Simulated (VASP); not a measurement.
# GaAs (F-43m) in VASP: settings compared, part 2 of 2

VASP 6.6.1.

## Step 3: Single point, PBEsol

Input file INCAR:

```
SYSTEM = GaAs
ALGO = Normal ; EDIFF = 1E-7
ENCUT = 900 ; GGA = PS
ISIF = 2 ; ISMEAR = 0
LASPH = .TRUE. ; LCHARG = .TRUE.
LELF = .TRUE. ; LREAL = .FALSE.
LVHAR = .TRUE. ; LWAVE = .FALSE.
NELM = 60 ; PREC = Accurate
SIGMA = 0.02
```

Input file KPOINTS:

```
k-points
0
G
  10 10 10
  0 0 0
```

Input file POSCAR:

```
GaAs
1.0
    0.0000000000      2.8314000000      2.8314000000
    2.8314000000      0.0000000000      2.8314000000
    2.8314000000      2.8314000000      0.0000000000
Ga As
1 1
Direct
    0.0000000000      0.0000000000      0.0000000000
    0.7500000000      0.7500000000      0.7500000000
```

Potentials or basis: VASP PAW PBE potentials, release 64 (Ga_h, As).

Run with:

```bash
$ cat potpaw_PBE.64/Ga_h/POTCAR potpaw_PBE.64/As/POTCAR > POTCAR
$ mpirun -np 1 vasp_std > vasp.out
```

Wall time 38 s (1 thread of Intel Xeon Platinum 8488C (Sapphire Rapids), shared host); peak memory 0.28 GiB.

It converged, with:

```
Free energy            : -9.0834 eV
Pressure               : 0.1 GPa
Band gap on the k mesh : 0.42 eV, direct
```

Levels at points of the mesh, in eV from the valence-band top:
```csv
k point,band 6,band 7,band 8,band 9,band 10,band 11,band 12,band 13
"(0.00, 0.00, 0.00)",-12.72,0.00,0.00,0.00,0.42,3.69,3.69,3.69
"(0.50, 0.00, 0.00)",-10.96,-6.66,-1.14,-1.14,0.91,4.58,4.58,7.57
"(0.50, 0.50, 0.00)",-10.22,-6.83,-2.68,-2.68,1.36,1.57,10.08,10.08
```

Caveat: the PAW data sets were made with another functional, which shifts forces and pressure a little.

## Step 4: Single point, r2SCAN

Input file INCAR:

```
SYSTEM = GaAs
ALGO = Normal ; EDIFF = 1E-7
ENCUT = 520 ; ISIF = 2
ISMEAR = 0 ; LASPH = .TRUE.
LCHARG = .TRUE. ; LELF = .TRUE.
LMIXTAU = .TRUE. ; LREAL = .FALSE.
LVHAR = .TRUE. ; LWAVE = .FALSE.
METAGGA = R2SCAN ; NELM = 60
PREC = Accurate ; SIGMA = 0.02
```

KPOINTS is that of step 3.

POSCAR is that of step 3.

Potentials or basis: VASP PAW PBE potentials, release 64 (Ga_d, As).

Run with:

```bash
$ cat potpaw_PBE.64/Ga_d/POTCAR potpaw_PBE.64/As/POTCAR > POTCAR
$ mpirun -np 1 vasp_std > vasp.out
```

OUTCAR:

```text
SYSTEM = GaAs
   EDIFF = 1E-7
   ENCUT = 520
   ISIF = 2
   ISMEAR = 0
   LASPH = .TRUE.
   LREAL = .FALSE.
   METAGGA = R2SCAN
   NELM = 60
   PREC = Accurate

 ion  position               nearest neighbor table
   1  0.000  0.000  0.000-   2 2.45   2 2.45   2 2.45   2 2.45
   2  0.750  0.750  0.750-   1 2.45   1 2.45   1 2.45   1 2.45

  LATTYP: Found a face centered cubic cell.
 ALAT       =     5.6628000000

  Lattice vectors:

 A1 = (   0.0000000000,   2.8314000000,   2.8314000000)
 A2 = (   2.8314000000,   0.0000000000,   2.8314000000)
 A3 = (   2.8314000000,   2.8314000000,   0.0000000000)
[... 562 lines left out ...]
      9       1.3194      2.00000
     10       5.7764      0.00000
     11       6.8346      0.00000
     12      11.4426      0.00000
     13      12.0675      0.00000

 [... further k-points ...]
[... 5 lines left out ...]
  --------------------------------------------------------------------------------------
  -------------------------------------------------------------------------------------
  Total        0.0740733      0.0740733      0.0740733     -0.0000000      0.0000000     -0.0000000
  in kB        2.6141987      2.6141987      2.6141987     -0.0000000      0.0000000     -0.0000000
  external PRESSURE =       2.6141987 kB  Pullay stress =       0.0000000 kB

 VOLUME and BASIS-vectors are now :
 -----------------------------------------------------------------------------
  energy-cutoff  :      520.00
  volume of cell :       45.40
      direct lattice vectors                 reciprocal lattice vectors
     0.000000000  2.831400000  2.831400000    -0.176591086  0.176591086  0.176591086
     2.831400000  0.000000000  2.831400000     0.176591086 -0.176591086  0.176591086
     2.831400000  2.831400000  0.000000000     0.176591086  0.176591086 -0.176591086

 POSITION                                       TOTAL-FORCE (eV/Angst)
 -----------------------------------------------------------------------------------
      0.00000      0.00000      0.00000        -0.000000     -0.000000     -0.000000
      4.24710      4.24710      4.24710         0.000000      0.000000      0.000000
 -----------------------------------------------------------------------------------
    total drift:                               -0.000001     -0.000001     -0.000001

  FREE ENERGIE OF THE ION-ELECTRON SYSTEM (eV)
  ---------------------------------------------------
  free  energy   TOTEN  =       -27.0560770246 eV

  energy  without entropy=      -27.0560770246  energy(sigma->0) =      -27.05607702
```

OSZICAR:

```text
N       E                     dE             d eps       ncg     rms          rms(c)
DAV:   1     0.628007277603E+02    0.62801E+02   -0.94244E+03  1222   0.195E+03
DAV:   2    -0.224868275758E+02   -0.85288E+02   -0.82524E+02  1332   0.342E+02
DAV:   3    -0.290297579034E+02   -0.65429E+01   -0.64813E+01  1562   0.794E+01
[... 10 lines left out ...]
DAV:  14    -0.270559386948E+02   -0.51199E-03   -0.40595E-04  1317   0.262E-01    0.734E-03
DAV:  15    -0.270560530514E+02   -0.11436E-03   -0.88857E-05  1237   0.126E-01    0.717E-03
DAV:  16    -0.270560695031E+02   -0.16452E-04   -0.29735E-06  1577   0.202E-02    0.415E-03
DAV:  17    -0.270560709490E+02   -0.14460E-05   -0.46031E-07  1282   0.807E-03    0.143E-03
DAV:  18    -0.270560770357E+02   -0.60867E-05   -0.21513E-06  1232   0.187E-02    0.824E-04
DAV:  19    -0.270560770246E+02    0.11152E-07   -0.39129E-08   956   0.320E-03
   1 F= -.27056077E+02 E0= -.27056077E+02  d E =-.120602E-26
```

Run time: 1.7 min. Hardware: 1 thread of Intel Xeon Platinum 8488C (Sapphire Rapids), shared host; peak memory 0.18 GiB.

Results:

```
Free energy            : -27.0561 eV
Pressure               : 0.3 GPa
Band gap on the k mesh : 0.96 eV, direct
```

Caveat: the PAW data sets were made with another functional, which shifts forces and pressure a little.

## Step 5: Summary

```csv
level,potentials or basis,cutoff (eV),smearing,gap on the mesh (eV),pressure (GPa)
PBEsol,"VASP PAW PBE potentials, release 64 (Ga_d, As)",520,gaussian 0.5 eV,0.42,0.1
PBEsol,"VASP PAW PBE potentials, release 64 (Ga_h, As)",900,gaussian 0.02 eV,0.42,0.1
r2SCAN,"VASP PAW PBE potentials, release 64 (Ga_d, As)",520,gaussian 0.02 eV,0.96,0.3
```

Alike in all rows: task single point; no spin polarisation; cell as given; k mesh 10 × 10 × 10.

Caveats: the PAW data sets were made with another functional, which shifts forces and pressure a little.

Absolute energies hang on the potentials; compare differences alone.

## Step 6: How close it comes

Step 2. A measured gap of GaAs is 1.412 eV (direct; 300 K; “Evidence of valence band perturbations in GaAsN/GaAs(001): A combined variable-angle spectroscopic ellipsometry and modulated photoreflectance investigation”, 2008, arxiv:0805.2212); the calculated 0.42 eV misses it by -0.99 eV. 3 values of this kind are on record (1.412 to 1.51 eV); this one was drawn at random among those near their median, those with a stated uncertainty first. Spin-orbit coupling on As, Ga is left out. The value is that of PBEsol on a finite k mesh, which can miss the band edges, without temperature or zero-point motion. Semilocal functionals fall short of measured gaps as a rule. The cell is a database's relaxed one, not the measured one, which moves gaps too.

Step 3. Against the measured gap of GaAs, 1.418 eV (direct; 300 K; “Evidence of valence band perturbations in GaAsN/GaAs(001): A combined variable-angle spectroscopic ellipsometry and modulated photoreflectance investigation”, 2008, arxiv:0805.2212), the calculated 0.42 eV is off by -1.00 eV. So large a miss can be the level of theory's own, or it may mean another phase, state or a wrong row. 3 values of this kind are on record (1.412 to 1.51 eV); this one was drawn at random among those near their median, those with a stated uncertainty first. Spin-orbit coupling on As, Ga is left out. The value is that of PBEsol on a finite k mesh, which can miss the band edges, without temperature or zero-point motion. Semilocal functionals fall short of measured gaps as a rule. The cell is a database's relaxed one, not the measured one, which moves gaps too.

Step 4. Against the measured gap of GaAs, 1.412 eV (direct; 300 K; “Evidence of valence band perturbations in GaAsN/GaAs(001): A combined variable-angle spectroscopic ellipsometry and modulated photoreflectance investigation”, 2008, arxiv:0805.2212), the calculated 0.96 eV is off by -0.45 eV. 3 values of this kind are on record (1.412 to 1.51 eV); this one was drawn at random among those near their median, those with a stated uncertainty first. Spin-orbit coupling on As, Ga is left out. The value is that of r2SCAN on a finite k mesh, which can miss the band edges, without temperature or zero-point motion. The cell is a database's relaxed one, not the measured one, which moves gaps too.
